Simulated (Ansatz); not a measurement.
A (100) slab of AlCo (Pm-3m (No. 221)), 9 planes, outer planes Co (top) and Co (bottom), with 9 atoms (Al4Co5) in a surface cell of A = 7.967 Å², as cut from the bulk:

```
CELL_PARAMETERS angstrom
2.82259 0.00000 0.00000
0.00000 2.82259 0.00000
0.00000 0.00000 26.29034
ATOMIC_POSITIONS crystal
Co 0.50000 0.50000 0.28528
Al 0.00000 0.00000 0.33896
Co 0.50000 0.50000 0.39264
Al 0.00000 0.00000 0.44632
Co 0.50000 0.50000 0.50000
Al 0.00000 0.00000 0.55368
Co 0.50000 0.50000 0.60736
Al 0.00000 0.00000 0.66104
Co 0.50000 0.50000 0.71472
```

Computed with DFT PBEsol, scalar-relativistic, plane waves, PAW (Ansatz). Cutoff 420 eV; k points 12×12×1 on the computed 9-atom cell (Γ-centred); Gaussian smearing, width 0.10 eV; no spin polarisation. The cell repeats along c with a dipole correction in the vacuum.

The relaxed slab holds 4 formula units of AlCo and 1 further Co. Against those formula units in the bulk and the further Co in its standard state it lies 3.833 eV higher. The formation energy of AlCo from the standard states is -1.231 eV a formula unit (uncorrected, no zero-point or thermal terms).

Q: Over what range can the chemical potential of Co vary, and what is the surface energy at both ends?

A: In contact with the bulk, μ(Co) + μ(Al) is fixed. With Δμ counted from the standard states, Δμ(Co) ≤ 0 keeps elemental Co from forming, and Δμ(Al) ≤ 0 requires Δμ(Co) ≥ ΔH = -1.231 eV. Other compounds of Co and Al can narrow this range. Then γ, the mean of both faces, = [3.833 eV − 1.00·Δμ(Co)]/(2A). At the Co-rich end (Δμ = 0): 3.833/(2 × 7.967) × 16.02 = 3.85 J/m². At the Co-poor end: (3.833 + 1.231)/(2 × 7.967) × 16.02 = 5.09 J/m².

Q: How does its energy depend on growth conditions?

A: It carries an excess of Co, so its energy falls by 1.01 J/m² for each eV that μ(Co) rises: Co-rich conditions lower it; whether it appears depends on the other terminations.

Spin polarisation was left out, and a magnetic state may lie lower.

The Co-terminated (100) face is costly throughout the allowed range, falling from 5.09 J/m² at the Co-poor end to 3.85 J/m² at the Co-rich end. Since both outer planes are equivalent, the mean is also the energy of each face. The slope reflects only the excess Co. What remains at the Co-rich limit is mainly the cost of broken bonds: in the B2 structure every nearest neighbour of Co is Al, and cutting along (100) removes half of them from each outermost Co atom. This takes away much of the Co d–Al sp hybridisation that underlies the strongly negative formation energy, and probably leaves a narrower surface d band with more weight near the Fermi level. The same strong mixed bonding widens the chemical-potential window, so the reservoir matters considerably, yet even equilibrium with elemental Co does not make this face cheap. The values apply to an ideally ordered, unreconstructed termination; whether Al antisites or vacancies in the outer plane would lower its energy remains open.
